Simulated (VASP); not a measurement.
Input of a VASP 6.6.1 run:

run.py

```python
from ase.calculators.vasp import Vasp
from ase.dft.bandgap import bandgap
from ase.spacegroup import crystal

atoms = crystal(
    ['Li'],
    basis=[[0.0, 0.0, 0.0]],
    spacegroup=225,
    setting=1,
    cellpar=[4.404, 4.404, 4.404, 90.0, 90.0, 90.0],
    primitive_cell=True,
)
calc = Vasp(
    directory='calc',
    xc='pbesol',
    pp='PBE',
    setups={'base': 'minimal', 'Li': '_GW'},
    prec='Accurate',
    encut=550,
    ediff=1e-06,
    ismear=0,
    sigma=0.05,
    lreal=False,
    lasph=True,
    nelm=60,
    algo='Fast',
    isif=2,
    lwave=False,
    lcharg=True,
    lelf=True,
    lvhar=True,
    kpts=[10, 10, 10],
    gamma=True,
    nbands=6,
)
atoms.calc = calc

print('energy (eV):', atoms.get_potential_energy())
print('free energy (eV):', atoms.get_potential_energy(force_consistent=True))
print('forces (eV/A):')
print(atoms.get_forces())
print('stress (eV/A^3, Voigt):', atoms.get_stress())
print('Fermi level (eV):', calc.get_fermi_level())
gap, top, bottom = bandgap(calc)
print('band gap (eV):', gap, 'from (spin, k, band)', top, 'to', bottom)
```

Potentials or basis: VASP PAW PBE potentials, release 64 (Li_GW).

Command:

```sh
$ python run.py
```

**Question.** What does it give for the band gap on the k mesh?

**Answer.** None (metal or under the smearing width).

**Question.** Predict the pressure.

**Answer.** -0.6 GPa.

Caveat: the PAW data sets were made with another functional, which shifts forces and pressure a little.
